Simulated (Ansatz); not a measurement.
## CdTe: equation of state with r2SCAN

Crystal: CdTe.

```
Te Cd
1.0
     0.00000    3.20500    3.20500
     3.20500    0.00000    3.20500
     3.20500    3.20500    0.00000
Te Cd
1 1
Cartesian
  4.8075 4.8075 4.8075
  0.0000 0.0000 0.0000
```

```yaml
Program: Ansatz 0.2.0
Task: equation of state
Functional: r2SCAN
Potentials_or_basis: Ansatz PAW
Cutoff: 500 eV
Density_cutoff: 2000 eV
k_mesh: 7 × 7 × 7
Occupations: fermi-dirac, width 0.05 eV
Spin: spin-orbit coupling, no magnetisation
```

```json
{"Equilibrium volume": "35.25 Å³/atom (rough: see the caveat)", "Bulk modulus": "40 GPa (rough)"}
```

Energy against volume, from the lowest point:
```csv
volume (Å³/atom),energy (meV/atom)
30.947,83.65
31.605,57.57
32.263,37.02
32.922,21.48
33.580,10.42
34.239,3.40
34.897,0.00
```

All runs of the series together: 2.3 min on 2 threads of Intel(R) Xeon(R) Platinum 8259CL CPU @ 2.50GHz (Skylake/Cascade Lake), on a shared host.

Caveat: the minimum lies outside the volumes run; the PAW data sets were made with another functional, which shifts forces and pressure a little.
